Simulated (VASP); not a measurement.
A run of VASP 6.6.1:

The input run.py:

```python
from ase.calculators.vasp import Vasp
from ase.dft.bandgap import bandgap
from ase.io import read

atoms = read('POSCAR')
atoms.set_initial_magnetic_moments([[0.0, 0.0, 0.0], [0.577, 0.577, 0.577], [0.0, 0.0, 0.0], [0.0, 0.0, 0.0], [0.0, 0.0, 0.0]])
calc = Vasp(
    directory='calc',
    xc='revpbe',
    pp='PBE',
    setups='recommended',
    prec='Accurate',
    encut=520,
    ediff=1e-07,
    ismear=0,
    sigma=0.1,
    lreal=False,
    lasph=True,
    nelm=100,
    algo='Normal',
    isif=2,
    lwave=False,
    lcharg=True,
    lnoncollinear=True,
    lorbit=11,
    lsorbit=True,
    gga_compat=False,
    lorbmom=True,
    lmaxmix=4,
    ldautype=2,
    ldauprint=1,
    ivdw=11,
    lvhar=True,
    ldau_luj={'Ti': {'L': 2, 'U': 6, 'J': 0.5}},
    kpts=[5, 5, 5],
    gamma=True,
)
atoms.calc = calc

print('energy (eV):', atoms.get_potential_energy())
print('free energy (eV):', atoms.get_potential_energy(force_consistent=True))
print('forces (eV/A):')
print(atoms.get_forces())
print('stress (eV/A^3, Voigt):', atoms.get_stress())
print('Fermi level (eV):', calc.get_fermi_level())
gap, top, bottom = bandgap(calc)
print('band gap (eV):', gap, 'from (spin, k, band)', top, 'to', bottom)
```

POSCAR

```
BaTiO3
1.0
    2.8273666084      1.6323808724      2.3183934932
   -2.8273666084      1.6323808724      2.3183934932
    0.0000000000     -3.2647617449      2.3183934932
Ba Ti O
1 1 3
Direct
   -0.0126770000     -0.0079790000      0.0071180000
    0.4831240000      0.4725880000      0.4820330000
    0.5105020000      0.0092900000      0.5165310000
    0.0211820000      0.5202550000      0.5135860000
    0.5107760000      0.5139200000      0.0142200000
```

Potentials or basis: VASP PAW PBE potentials, release 64 (Ba_sv, Ti_sv, O).

Launch:

```console
$ python run.py
```

Hardware: 1 thread of Intel(R) Xeon(R) Platinum 8488C (Sapphire Rapids), on a shared host.

How long does it take, and how much memory?

It took 20 min on 1 thread of Intel(R) Xeon(R) Platinum 8488C (Sapphire Rapids) (shared host), peak memory 0.68 GiB. Counts: scf iterations 17, k points 125.
